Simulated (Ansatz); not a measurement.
# W4C: the cost of one run

Method: DFT PBE, scalar-relativistic, plane waves, PAW, in Ansatz 0.2.0.

The COD cell was measured well above room temperature, so it is larger than a cold one.

3 further runs of the same task are left out: 3 set aside as unsound or not needed. Runs told in other sessions of the task aren't counted.

**1. The structure to begin with**

Symmetry: P4mm, No. 99, tetragonal system. Conventional cell: a = 3.184 Å, b = 3.184 Å, c = 20.143 Å, α = 90.00°, β = 90.00°, γ = 90.00°. W (site symmetry 4mm) has 4 W at 2.76 Å in its first shell of neighbours. W (site symmetry 4mm) has 13 W at 2.76 to 3.18 Å in its first shell of neighbours. W (site symmetry 4mm) has 1 C at 2.03 Å in its first shell of neighbours. W (site symmetry 4mm) has 4 C at 2.34 Å and 4 W at 2.65 Å in its first shell of neighbours. C (site symmetry 4mm) is surrounded by 5 W at 2.03 to 2.34 Å.

Structure file:

```
W C
1.0
     3.18370    0.00000    0.00000
     0.00000    3.18370    0.00000
     0.00000    0.00000   20.14258
W C
4 1
Direct
  0.50000 0.50000 0.19858
  0.00000 0.00000 0.27761
  0.50000 0.50000 0.35995
  0.00000 0.00000 0.42907
  0.50000 0.50000 0.46084
```

This is the geometry at the first point of the grid.

**3. The grid**

Atoms count from 1 in the order of the input.

C is moved over the surface cell; relaxed at each place: the height of the adsorbate's atoms; substrate rigid; the origin of the map has the adsorbate above W4.

The axes are (1) position of C5 along the first surface vector, from above W4: 8 values from 0.000 to 0.875, periodic; (2) position of C5 along the second surface vector, from above W4: 8 values from 0.000 to 0.875, periodic.

Relaxed at each point: the height of the adsorbate's atoms; substrate rigid. Points are written as (first, second).

The two vectors of the plane (Å): (3.184, 0.000, 0.000); (0.000, 3.184, 0.000).

(The set-up runs are not shown.)

**4. The run at (0/8, 0/8) of the map's two axes**

input.yaml

```yaml
crystal:
  lattice:
    - [3.1836991688, 0.0, 0.0]
    - [0.0, 3.1836991688, 0.0]
    - [0.0, 0.0, 20.1425775749]
  atoms:
    - { symbol: W, position: [0.5, 0.5, 0.1985843165] }
    - { symbol: W, position: [0.0, 0.0, 0.2776134069] }
    - { symbol: W, position: [0.5, 0.5, 0.35994518] }
    - { symbol: W, position: [0.0, 0.0, 0.4290700901] }
    - { symbol: C, position: [0.0, 0.0, 0.5472277584] }
basis:
  ecutwfc: 420
kpoints:
  mp_grid: { grid: [8, 8, 1] }
hamiltonian:
  xc: pbe
  pseudopotentials: { kind: paw, azcp: { folder: soft_1 } }
scf:
  occupations: { method: gaussian, width: 0.1 }
output:
  forces: true
  eigenvalues: true
relax:
  adjacent_minimum: "off"
  f_tol: 0.025
  max_steps: 16
  constraints: [{ sites: [0, 1, 2, 3] }, { sites: [4], fix: xy }]
efield:
  axis: 3
  dipole_correction: true
  ramp_width: 0.04
```

On the command line:

```
$ ansatz run input.yaml --threads 1 --pin off --max-ram 3072MiB --backend cpu --events-out ev --progress --plain --runs-dir out
```

Q: Estimate wall time and peak memory on 1 thread of Arm Neoverse V2, shared host.

About 58 s, with a peak of 0.4 GiB.
